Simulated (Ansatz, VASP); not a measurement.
# Two plane-wave programs on HfC

```
Hf C
1.0
     0.00000    2.32500    2.32500
     2.32500    0.00000    2.32500
     2.32500    2.32500    0.00000
Hf C
1 1
Direct
  0.50000 0.50000 0.50000
  0.00000 0.00000 0.00000
```

Alike in both runs: task relaxation of cell and atoms; functional LDA; k mesh 10 × 10 × 10; occupations fermi-dirac, width 0.05 eV; no spin polarisation.

```csv
,VASP,Ansatz
version,VASP 6.6.1,Ansatz 0.2.0
potentials or method,"VASP PAW LDA potentials, release 64 (Hf_pv, C)",Ansatz PAW
plane-wave cutoff (eV),600,420
valence electrons in the cell,14,30
```

```csv
,VASP,Ansatz,Ansatz less VASP
"gap on the k mesh at the Fermi level, each at its own relaxed structure (eV)",none,none,-
relaxed volume (Å³/atom),11.98,11.95,-0.025
relaxed cell length with the largest relative difference (Å),3.236,3.234,-0.0022
energy change over the relaxation (meV/atom),-22,-24,-1.3
```

A gap of «none» marks a metal or a gap that the smearing closes. The two sets of potentials don't hold the same shells in valence.

Caveats: the plane-wave basis is chosen anew once the cell has moved, so the energies of steps on either side of that aren't comparable (Ansatz); the pressure holds a Pulay correction of +0.3 GPa for the finite cutoff (Ansatz); the PAW data sets come from PBE, with cores solved anew for the run's functional, which leaves a small shift of forces and pressure (Ansatz). Spin-orbit coupling is left out, which matters for the levels of Hf. LDA usually gives volumes a few per cent too small. Zero-point motion and thermal expansion aren't in these numbers.
